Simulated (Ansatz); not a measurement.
The system is HfO2.

```
Hf O
1.0
     5.11800    0.00000    0.00000
     0.00000    5.18570    0.00000
    -0.85866    0.00000    5.21387
Hf O
4 8
Direct
  0.27550 0.46030 0.70800
  0.72450 0.96030 0.79200
  0.72450 0.53970 0.29200
  0.27550 0.03970 0.20800
  0.07420 0.16840 0.84670
  0.92580 0.66840 0.65330
  0.92580 0.83160 0.15330
  0.07420 0.33160 0.34670
  0.44870 0.74190 0.98010
  0.55130 0.24190 0.51990
  0.55130 0.25810 0.01990
  0.44870 0.75810 0.48010
```

* Program: Ansatz 0.2.0
* Task: relaxation of cell and atoms
* Functional: PBEsol
* Dispersion: D3(BJ)
* Potentials or basis: Ansatz PAW
* Cutoff: 420 eV (not typed: the program's choice for these potentials)
* k mesh: 5 × 5 × 5
* Occupations: fermi-dirac, width 0.05 eV
* Spin: no spin polarisation

At the start: volume 11.53 Å³/atom.

Q: Where does the relaxation end?

A: It ends after 10 steps and the volume is 11.22 Å³/atom (-2.7 %); space group P2_1/c (No. 14, to 0.05 Å).

The path:
```tsv
step	energy change (eV)	largest force (eV/Å)	volume (Å³)
1	0.0000	0.4477	138.38
2	-0.0679	0.2504	134.78
3	-0.0884	0.0856	135.44
4	-0.0928	0.0691	135.41
5	-0.0997	0.0355	134.99
6	-0.1008	0.0163	134.87
7	-0.1009	0.0047	134.85
8	-0.0848	0.0049	134.85
9	-0.0858	0.0026	134.69
10	-0.0851	0.0026	134.69
```

Final structure:
```cif
data_structure
_symmetry_space_group_name_H-M 'P 1'
_symmetry_Int_Tables_number 1
_cell_length_a 5.0573
_cell_length_b 5.1734
_cell_length_c 5.2169
_cell_angle_alpha 90.000
_cell_angle_beta 99.312
_cell_angle_gamma 90.000
_cell_volume 134.69
loop_
_atom_site_label
_atom_site_type_symbol
_atom_site_fract_x
_atom_site_fract_y
_atom_site_fract_z
_atom_site_occupancy
Hf1 Hf 0.27769 0.45768 0.70835 1
Hf2 Hf 0.72231 0.95768 0.79165 1
Hf3 Hf 0.72231 0.54232 0.29165 1
Hf4 Hf 0.27769 0.04232 0.20835 1
O1 O 0.07628 0.15300 0.83248 1
O2 O 0.92372 0.65300 0.66752 1
O3 O 0.92372 0.84700 0.16752 1
O4 O 0.07628 0.34700 0.33248 1
O5 O 0.44531 0.74067 0.98235 1
O6 O 0.55469 0.24067 0.51765 1
O7 O 0.55469 0.25933 0.01765 1
O8 O 0.44531 0.75933 0.48235 1
```

Caveat: the plane-wave basis is chosen anew once the cell has moved, so the energies of steps on either side of that aren't comparable; the pressure holds a Pulay correction of +0.9 GPa for the finite cutoff; the PAW data sets come from PBE, with cores solved anew for the run's functional, which leaves a small shift of forces and pressure.
